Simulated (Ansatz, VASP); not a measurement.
NiO in VASP and in Ansatz

```
CELL_PARAMETERS angstrom
0.00000 2.24071 2.24071
2.24071 0.00000 2.24071
2.24071 2.24071 0.00000
ATOMIC_POSITIONS crystal
Ni 0.00000 0.00000 0.00000
O 0.25000 0.25000 0.25000
```

Measurements of this composition are mostly on another form, of space group No. 225.

Alike in both runs: task single point; functional PBE; k mesh 14 × 14 × 14; occupations fermi-dirac, width 0.03 eV; collinear spin.

|  | VASP | Ansatz |
| --- | --- | --- |
| version | VASP 6.6.1 | Ansatz 0.2.0 |
| potentials or method | VASP PAW PBE potentials, release 64 (Ni, O), cutoff 520 eV | all-electron LAPW, scalar-relativistic |

|  | VASP | Ansatz | Ansatz less VASP |
| --- | --- | --- | --- |
| pressure (GPa) | 0.3 | 0.1 | -0.11 |
| net moment per atom (μB) | 0.96 | 0.98 | +0.020 |
| size of the moment on the site where the two differ most (μB) | 1.50 | 1.54 | +0.043 |

Site moments also hang on the region over which each program counts them. Ansatz ran all-electron here, so the differences hold the error of VASP's frozen core and of both bases.

Caveats: a cell with one magnetic atom can't hold antiferromagnetic order, which such compounds often take.
